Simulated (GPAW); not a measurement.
Crystal: SiC.

```
Si C
1.0
     3.07569    0.00000    0.00000
    -1.53785    2.66363    0.00000
     0.00000    0.00000   10.07065
Si C
4 4
Cartesian
  0.0000 0.0000 1.8922
  0.0000 0.0000 6.9275
  0.0000 1.7758 4.4094
  1.5378 0.8879 9.4447
  0.0000 0.0000 0.0046
  0.0000 0.0000 5.0400
  0.0000 1.7758 2.5157
  1.5378 0.8879 7.5510
```

The cell is a database's computed one.

Base run:

| Item | Value |
| --- | --- |
| Program | GPAW 26.7.0 |
| Functional | BP86 |
| Potentials or basis | PAW data sets generated in the run's folder for this functional |
| Cutoff | 800 eV |
| Basis | pw |
| k mesh | 6 × 6 × 2 |
| Occupations | fermi-dirac, width 0.05 eV |
| Spin | no spin polarisation |

Its results: band gap on the k mesh 2.29 eV, indirect (least direct gap 3.42 eV); pressure 6.3 GPa.

Problem. After a change of settings the same cell gave: band gap on the k mesh 2.25 eV, indirect (least direct gap 3.37 eV); pressure 4.7 GPa. Which change was it?
A. functional from BP86 to LDA; band points from 80 to 100
B. functional from BP86 to PW91; band points from 80 to 60
C. functional from BP86 to BLYP; band points from 80 to 100

Solution. B.

Not every run made on this cell is shown here.
